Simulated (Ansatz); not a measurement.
A run of Ansatz 0.2.0 is set up as follows.

Contents of input.yaml:

```yaml
crystal:
  lattice:
    - [3.6913825498, 0.0, 0.0]
    - [-1.8456912749, 3.1968310632, 0.0]
    - [0.0, 0.0, 6.04107701]
  atoms:
    - { symbol: Zr, position: [0.0, 0.0, 0.0] }
    - { symbol: S, position: [0.3333333333, 0.6666666667, 0.23790997] }
    - { symbol: S, position: [0.6666666667, 0.3333333333, 0.76209003] }
kpoints:
  mp_grid: { grid: [6, 6, 4] }
  band_path:
    path:
      - [0.0, 0.0, 0.0]
      - [0.5, 0.0, 0.0]
      - [0.3333333333, 0.3333333333, 0.0]
      - [0.0, 0.0, 0.0]
      - [0.0, 0.0, 0.5]
      - [0.5, 0.0, 0.5]
      - [0.3333333333, 0.3333333333, 0.5]
      - [0.0, 0.0, 0.5]
    npoints: 12
scf:
  occupations: { method: fermi_dirac, width: 0.05 }
hamiltonian:
  xc: pbesol
  pseudopotentials: { kind: all_electron, lapw: { basis_error: 0.002 } }
magnetization:
  noncollinear: true
  spin_orbit: true
output:
  forces: true
  stress: true
  eigenvalues: true
```

Potentials or basis: all-electron LAPW, relativistic spinors.

Command:

```sh
$ ansatz run input.yaml --threads 2 --pin off --max-ram 8192MiB --backend cpu --events-out ev --progress --plain --runs-dir out
```

Task: What does it give for the band gap along the path?

Result: 0.95 eV, indirect (least direct gap 1.55 eV).

Task: What does it give for the pressure?

Result: -2.5 GPa.

Task: What does it give for the largest force?

Result: 0.158 eV/Å.

Stress tensor (GPa, compression positive):
```
-3.00  0.00  0.00
 0.00 -3.00  0.00
 0.00  0.00 -1.38
```

Caveat: this functional lacks dispersion, which binds the layers, so the pressure and a relaxed spacing across them are unreliable.

**What was measured.**

“Stress-Tuned Optical Transitions in Layered 1T-MX2 (M= Hf, Zr, Sn; X= S, Se) Crystals”, 2022, arxiv:2210.12074 quotes, for a bulk crystal of ZrS2: band gap 1.68 eV (indirect).

A measured gap of ZrS2 is 1.68 eV (indirect; quoted in “Stress-Tuned Optical Transitions in Layered 1T-MX2 (M= Hf, Zr, Sn; X= S, Se) Crystals”, 2022, arxiv:2210.12074); the calculated 0.95 eV misses it by -0.73 eV. The value is that of PBEsol, without temperature or zero-point motion. Semilocal functionals fall short of measured gaps as a rule. The cell is a database's relaxed one, not the measured one, which moves gaps too.
